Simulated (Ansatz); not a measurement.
How far is PAW off for Pd?

```
Pd
1.0
     2.61292    0.00000    0.00000
     0.00000    2.61292    0.00000
     0.00000    0.00000    2.61292
Pd
1
Direct
  0.00000 0.00000 0.00000
```

The structure comes from a relaxation in the same program, started in the sc type, and has space group Pm-3m. Whether it is a known phase or the ground state wasn't checked.

Spin polarisation is left out, and whether a magnetic state lies lower isn't shown here.

Methods: DFT, PBE, PAW with Ansatz's default frozen-core files, scalar-relativistic (Ansatz 0.2.0); DFT, PBE, all-electron PAW with datasets made for the crystal, scalar-relativistic (Ansatz 0.2.0); DFT, PBE, all-electron LAPW, scalar-relativistic (Ansatz 0.2.0).

For PAW: a Γ-centred 13×13×13 k mesh, Fermi–Dirac smearing of 0.03 eV, cutoff 420 eV, no spin polarisation. The crystal-made all-electron datasets (AE datasets) take a cutoff of 300 eV at this cell. LAPW targets a basis error of 1 meV/atom. The Ansatz runs share mesh, smearing and spin set-up. Plane-wave (PAW) pressures include the program's estimate of the Pulay term.

Stress and pressure are positive in compression.

Levels count from the Fermi level.

| quantity | PAW | AE datasets | LAPW |
| --- | --- | --- | --- |
| pressure (GPa) | -0.03 | -0.08 | -0.08 |
| highest filled level at R (eV) | -3.808 | -3.809 | -3.809 |
| lowest empty level at R (eV) | 1.214 | 1.213 | 1.213 |
| highest filled level at M (eV) | -1.237 | -1.236 | -1.236 |
| lowest empty level at M (eV) | 1.121 | 1.120 | 1.120 |
| highest filled level at Γ (eV) | -4.462 | -4.464 | -4.464 |
| lowest empty level at Γ (eV) | 0.002 | 0.002 | 0.002 |

PAW's pressure differs from the LAPW value by +0.06 GPa. Datasets made for the crystal and LAPW share parts of one code, so their agreement isn't an independent check.
